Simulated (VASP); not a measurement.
Input of a VASP 6.6.1 run:

File INCAR:

```
SYSTEM = HfB2
  PREC = Accurate
  ENCUT = 900
  EDIFF = 1E-8
  ISMEAR = 1
  SIGMA = 0.1
  LREAL = .FALSE.
  LASPH = .TRUE.
  NELM = 100
  ALGO = Normal
  ISIF = 2
  LWAVE = .FALSE.
  LCHARG = .FALSE.
  GGA = PS
  NBANDS = 12
  ADDGRID = .FALSE.
```

Contents of KPOINTS:

```
Automatic mesh
0
G
  18 18 14
  0 0 0
```

The input POSCAR:

```
HfB2
1.0
    3.1400000000      0.0000000000      0.0000000000
   -1.5700000000      2.7193197679      0.0000000000
    0.0000000000      0.0000000000      3.4800000000
Hf B
1 2
Direct
    0.0000000000      0.0000000000      0.0000000000
    0.6666666667      0.3333333333      0.5000000000
    0.3333333333      0.6666666667      0.5000000000
```

Potentials or basis: VASP PAW PBE potentials, release 64 (Hf, B).

Command:

```sh
$ cat potpaw_PBE.64/Hf/POTCAR potpaw_PBE.64/B/POTCAR > POTCAR
$ mpirun -np 1 vasp_std > vasp.out
```

Question: What does it give for the band gap on the k mesh?

Answer: None (metal or under the smearing width).

Question: Estimate the pressure.

Answer: -4.1 GPa.

Stress tensor (GPa, compression positive):
```
-3.76  0.00  0.00
 0.00 -3.76  0.00
 0.00  0.00 -4.77
```

Caveat: the PAW data sets were made with another functional, which shifts forces and pressure a little. The run has no spin-orbit coupling, so splittings on Hf are missing.
